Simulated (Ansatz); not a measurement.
This MgO structure is the end of a relaxation. The cell was found from a structure generator's guess, not taken from experiment.

All numbers below come from DFT PBE, scalar-relativistic, plane waves, PAW (Ansatz). Cutoff 420 eV, Γ-centred mesh, Gaussian smearing, no spin polarisation.

```
Mg O
1.0
     2.65969    0.00000    0.00000
     0.00000    2.65969    0.00000
     0.00000    0.00000    2.65969
Mg O
1 1
Direct
  0.00000 0.00000 0.00000
  0.50000 0.50000 0.50000
```

Formation energies are uncorrected and refer to the elements' standard structures at the same level (O₂ as a molecule).

Question: What space group does it have?

Answer: Pm-3m (No. 221), the caesium chloride type. Conventional cell: a = 2.660 Å. Mg is surrounded by 8 O at 2.30 Å and 6 Mg at 2.66 Å; O is surrounded by 8 Mg at 2.30 Å and 6 O at 2.66 Å.

Question: How far does it lie from the elements in energy?

Answer: −1.933 eV/atom. Whether it is stable depends on the other phases of the system, which aren't compared here.

Question: Is it a metal?

Answer: No, the gap on the 10×10×10 mesh is 2.27 eV.

The last run used a 10×10×10 mesh for its 2-atom cell and Gaussian smearing of 0.02 eV. Kohn–Sham gaps at this level usually fall short of measured ones. A later test with randomly moved atoms led to a structure 602 meV/atom lower, so this end is a saddle point or a shallow minimum.
